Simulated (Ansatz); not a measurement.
Al:

```xyz
4
Lattice="2.8271 0.0000 0.0000 -1.4135 2.4483 0.0000 0.0000 0.0000 9.1860" Properties=species:S:1:pos:R:3 pbc="T T T"
Al    1.4135    0.8161    6.8895
Al    0.0000    0.0000    4.5930
Al    0.0000    1.6322    2.2965
Al    0.0000    0.0000    0.0000
```

This isn't the form of Al at room conditions, which is fcc.

| Property | Result |
| --- | --- |
| Program | Ansatz 0.2.0 |
| Task | single point |
| Functional | PBEsol |
| Potentials or basis | Ansatz PAW |
| Cutoff | 420 eV (not typed: the program's choice for these potentials) |
| k mesh | 11 × 11 × 3 |
| Occupations | fermi-dirac, width 0.05 eV |
| Spin | no spin polarisation |

On this cell: pressure 2.0 GPa; largest force under 0.003 eV/Å; band gap on the k mesh none (metal or under the smearing width).

The same run follows on a disturbed copy (atoms moved at random, drawn with an rms of 0.05 Å):

```
Al
1.0
     2.82708    0.00000    0.00000
    -1.41354    2.44832    0.00000
     0.00000    0.00000    9.18599
Al
4
Direct
  0.65127 0.31810 0.75372
  0.99320 0.99651 0.49419
  0.34628 0.67745 0.24799
  0.99426 0.99988 0.99927
```

What changes?

The energy (extrapolated to zero smearing) moves by +4.1 meV/atom; pressure 2.1 GPa; largest force 0.329 eV/Å; band gap on the k mesh none (metal or under the smearing width).

Forces in eV/Å, atoms in the order of the input:
```
Al   0.012  0.044 -0.326
Al   0.024  0.011  0.306
Al  -0.056 -0.049 -0.031
Al   0.020 -0.006  0.051
```

Stress tensor (GPa, compression positive):
```
 1.44  0.03  0.00
 0.03  1.36 -0.03
 0.00 -0.03  3.52
```

Caveats: the PAW data sets come from PBE, with cores solved anew for the run's functional, which leaves a small shift of forces and pressure.
